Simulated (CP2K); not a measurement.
## Sn under changes of volume

One of the cells (27.205 Å³/atom); the others are scaled copies at fixed shape and fractional positions:

```
Sn
1.0
     3.28163    0.00000    0.00000
    -1.09388    3.09395    0.00000
    -1.09388   -1.54698    2.67944
Sn
1
Cartesian
  0.0000 0.0000 0.0000
```

This isn't the form of Sn at room conditions, which is tetragonal (white tin).

| Quantity | Value |
| --- | --- |
| Program | CP2K 2026.2 |
| Functional | PBE |
| Potentials or basis | POTENTIAL_UZH Sn GTH-PBE-q4; TZVP-MOLOPT-PBE-GTH basis |
| Density cutoff | 6123 eV |
| k mesh | 10 × 10 × 10 |
| Occupations | fermi-dirac, width 0.05 eV |
| Spin | no spin polarisation |

| volume (Å³/atom) | energy over the lowest point (meV/atom) | pressure (GPa) |
| --- | --- | --- |
| 25.573 | 41.37 | 5.5 |
| 26.117 | 25.44 | 4.1 |
| 26.661 | 13.84 | 2.9 |
| 27.205 | 6.00 | 1.8 |
| 27.749 | 1.47 | 0.9 |
| 28.293 | 0.00 | 0.0 |
| 28.837 | ? | ? |

What does the run at 28.837 Å³/atom give?

Energy over the lowest point 1.34 meV/atom; pressure -0.7 GPa.

Worked out: A Birch-Murnaghan fit of order 3 (a polynomial in V^(-2/3)) to the other rows has its minimum at 28.32 Å³/atom, just outside them, with B0 = V·E''(V) = 40 GPa and B' = 5.2. It gives 1.13 meV/atom at 28.837 Å³/atom, against the run's 1.34, and -dE/dV = -0.7 GPa, against -0.7.

Energies are extrapolated to zero smearing.

Caveats: the basis of atomic orbitals isn't converged, which shifts pressures, moduli and gaps.
